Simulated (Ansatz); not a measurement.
Input and command of a calculation in Ansatz (plane waves; scalar-relativistic PAW potentials unless the input names others):

```yaml
crystal:
  lattice:
    - [1.4966371781, -5.5382260109, 0.0]
    - [1.4966371781, 5.5382260109, 0.0]
    - [0.0, 0.0, 4.476893607]
  atoms:
    - { symbol: Mg, position: [0.8394298712, 0.1605701288, 0.75] }
    - { symbol: Mg, position: [0.1605701288, 0.8394298712, 0.25] }
    - { symbol: Si, position: [0.4297200082, 0.5702799918, 0.25] }
    - { symbol: Si, position: [0.5702799918, 0.4297200082, 0.75] }
basis:
  ecutwfc: 420
kpoints:
  mp_grid: { grid: [14, 14, 10] }
hamiltonian:
  xc: pbesol
scf:
  occupations: { method: gaussian, width: 0.1 }
  mixing: { algorithm: broyden, beta: 0.2, ndim: 4 }
output:
  forces: true
  eigenvalues: true
  stress: true
```

```bash
ansatz run input.yaml --threads 1 --pin off --max-ram 1331MiB --backend cpu --events-out ev --progress --plain --runs-dir out
```

Abridged log:
```
Basis set: ecut = 420 eV, 1433 PW (Γ), exchange–correlation on 80×80×60 points (8 copies of the dense FFT grid, shifted against one another)
Bands: 18, of which v1, the nominal top of the filled ones, is band 14 counted from 1 (13 counted from 0)
Symmetry: 8 space group operations
k-points: 342 of 1960
SCF iter   1: F=—  HF=-5066.776926 eV  |F-HF|=—  |Δ(HF+E_count)|=         —  Δρ=1.82e-3  dr2=4.20e-3  ethr=1.77e-3  ⟨swp⟩=5.3  Hψ=30937  notcnv=0
SCF iter   2: F=—  HF=-5066.776119 eV  |F-HF|=—  |Δ(HF+E_count)|=   8.07e-4  Δρ=1.63e-3  dr2=3.05e-3  ethr=1.50e-5  ⟨swp⟩=1.1  Hψ=9001  notcnv=0  κ⁻¹=1.0e0(r=1)
SCF iter   3: F=—  HF=-5066.775500 eV  |F-HF|=—  |Δ(HF+E_count)|=   6.19e-4  Δρ=7.56e-4  dr2=1.56e-4  ethr=1.09e-5  ⟨swp⟩=2.0  Hψ=10856  notcnv=0  κ⁻¹=7.3e-3(r=2)
SCF iter   4: F=—  HF=-5066.775438 eV  |F-HF|=—  |Δ(HF+E_count)|=   6.14e-5  Δρ=6.70e-4  dr2=1.19e-4  ethr=5.58e-7  ⟨swp⟩=1.0  Hψ=6111  notcnv=0  κ⁻¹=2.2e-4(r=3)
SCF iter   5: F=—  HF=-5066.775230 eV  |F-HF|=—  |Δ(HF+E_count)|=   2.08e-4  Δρ=1.07e-4  dr2=4.30e-6  ethr=4.23e-7  ⟨swp⟩=2.0  Hψ=10792  notcnv=0  κ⁻¹=2.2e-6(r=4)
SCF iter   6: F=—  HF=-5066.775225 eV  |F-HF|=—  |Δ(HF+E_count)|=   4.97e-6  Δρ=3.10e-5  dr2=1.20e-6  ethr=1.54e-8  ⟨swp⟩=2.0  Hψ=10794  notcnv=0  κ⁻¹=9.8e-7(r=4)
SCF iter   7: F=—  HF=-5066.775225 eV  |F-HF|=—  |Δ(HF+E_count)|=   1.45e-7  Δρ=1.30e-5  dr2=5.34e-8  ethr=3.57e-10  ⟨swp⟩=3.8  Hψ=25423  notcnv=0  κ⁻¹=8.6e-6(r=4)
SCF iter   8: F=-5066.775225 eV  HF=-5066.775225 eV  |F-HF|=6.82e-9  |Δ(HF+E_count)|=   6.39e-8  Δρ=5.52e-6  dr2=1.26e-8  ethr=1.91e-10  ⟨swp⟩=4.1  Hψ=19920  notcnv=0
SCF 1 converged in 8 iterations: F = -5066.775225 eV  dr2 = 1.26e-8
SCF converged after 8 iterations
Stability not checked: this state was not tested for a lower state beside it, because the mixer in use, unlike msr1, does not test its closes by its own steps (another_mixer; see scf.mixing.algorithm and scf.lower_state_search)
Free energy (F): -5066.775225 eV
Harris-Foulkes:  -5066.775225 eV  (|F-HF|=6.82e-9)
Internal energy: -5066.764488 eV  (E = F + TS)
E sigma→0 (E₀):  -5066.769857 eV
Entropy (-TS):   -0.010737 eV (-2.684 meV/atom)
Fermi energy:    7.537643 eV
--- Forces (eV/Å), atoms counted from 1 ---
  atom   1  Mg     0.00000000     0.10154087     0.00000000
  atom   2  Mg     0.00000000    -0.10154087     0.00000000
  atom   3  Si     0.00000000    -0.01021544     0.00000000
  atom   4  Si     0.00000000     0.01021544     0.00000000
--- Stress (GPa, compression-positive) ---
       -2.936137       0.000000       0.000000
        0.000000      -4.838716       0.000000
        0.000000       0.000000      -3.461162
  P = ⅓ Tr σ = -3.7453 GPa (-37.453 kbar)
```

Apart from outputs and empty bands, the input differs from a reference run on usual settings in scf.mixing.algorithm: not typed → "broyden"; scf.mixing.beta: not typed → 0.2; scf.mixing.ndim: not typed → 4. The reference, at the same geometry (not necessarily relaxed), gave pressure -3.75 GPa, largest force 0.102 eV/Å, no gap on the mesh. This run converged in 8 SCF iterations (reference: 7) with an energy at zero smearing within 0.01 meV/atom of the reference's, pressure -3.75 GPa, largest force 0.102 eV/Å, no gap on the mesh.